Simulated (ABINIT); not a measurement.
Wanted: the native input for an ABINIT 10.8.3 (patched build) run.

* Task: equation of state
* Functional: BLYP
* Potentials or basis: PseudoDojo NC SR PBE v0.4.1 standard
* Cutoff: 544 eV
* k mesh: 11 × 11 × 11
* Occupations: fermi-dirac, width 0.05 eV
* Spin: no spin polarisation

Crystal: Al.

```
CELL_PARAMETERS angstrom
0.00000 2.02481 2.02481
2.02481 0.00000 2.02481
2.02481 2.02481 0.00000
ATOMIC_POSITIONS crystal
Al 0.00000 0.00000 0.00000
```

The input as run:

run.abi

```
# Datasets: one volume each
ndtset 7
getwfk -1
scalecart1 3*0.9795861087
scalecart2 3*0.9864848297
scalecart3 3*0.9932883884
scalecart4 3*1.0000000000
scalecart5 3*1.0066227096
scalecart6 3*1.0131594038
scalecart7 3*1.0196128224

# Pseudopotentials
pp_dirpath "./"
pseudos "Al.upf"

# Structure
acell 3*1.0
rprim
     0.0000000000     3.8263269058     3.8263269058
     3.8263269058     0.0000000000     3.8263269058
     3.8263269058     3.8263269058     0.0000000000
ntypat 1
znucl 13
natom 1
typat 1
xred
     0.0000000000     0.0000000000     0.0000000000

# Plane-wave basis
ecut 20.0

# k points
kptopt 1
ngkpt 11 11 11
nshiftk 1
shiftk 0.0 0.0 0.0

# Exchange and correlation
ixc -106131

# Bands and occupations
nband 6
occopt 3
tsmear 0.05 eV

# SCF cycle
nstep 100
tolvrs 1.0e-10

# Output
iomode 3
prtwf 1
prtden 0
prteig 0
prtebands 0
```

Potentials or basis: PseudoDojo NC SR PBE v0.4.1 standard.

Launch:

```console
$ abinit run.abi > log 2>&1
```

Results of the run:

```json
{
  "Equilibrium volume": "17.69 Å³/atom (rough: see the caveat)",
  "Bulk modulus": "58 GPa (rough)"
}
```

Caveat: pressures at fixed basis lie under the slope of the energies; the minimum lies outside the volumes run; the potentials were made for another functional, which shifts forces and pressure.

Wall time 35 s on 1 thread of Arm Neoverse N1, on a shared host, peak memory 0.11 GiB.
